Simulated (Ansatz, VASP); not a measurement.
# ZnGeN: VASP beside Ansatz

```
Zn Ge N
1.0
     2.79708    0.00000    0.00000
    -1.39854    2.42235    0.00000
     0.00000    0.00000    6.87292
Zn Ge N
1 1 1
Direct
  0.00000 0.00000 0.49229
  0.00000 0.00000 0.17717
  0.00000 0.00000 0.93130
```

Alike in both runs: task single point; functional PBE; k mesh 6 × 6 × 4; occupations gaussian, width 0.1 eV; no spin polarisation.

```csv
,VASP,Ansatz
version,VASP 6.6.1,Ansatz 0.2.0
potentials or method,"VASP PAW PBE potentials, release 64 (Zn, Ge_d, N)","scalar-relativistic, plane waves, PAW"
plane-wave cutoff (eV),520,420
valence electrons in the cell,31,31
```

Ansatz gave:

| Property | Result |
| --- | --- |
| gap on the k mesh at the Fermi level (eV) | none |
| pressure (GPa) | 16.8 |
| largest component of the traceless stress (GPa) | 22.30 |
| rms of the force components (eV/Å) | 1.727 |

Problem. Estimate VASP's values.

Solution. gap on the k mesh at the Fermi level (eV): none; pressure (GPa): 16.6; largest component of the traceless stress (GPa): 21.91; rms of the force components (eV/Å): 1.701.

Atom by atom the forces differ by 0.075 eV/Å (rms over components). A gap of «none» marks a metal or a gap that the smearing closes. With one functional, cell and mesh, what is left measures potentials, basis and numerics.

Caveats: the k mesh is coarse (spacing up to 0.43 Å⁻¹), so the values aren't converged; so large a pressure means that the cell lies far from this level's equilibrium, or that cutoff or potentials fall short (VASP); forces of over 1 eV/Å show positions far from the minimum, so gaps and moduli don't describe the material at rest.
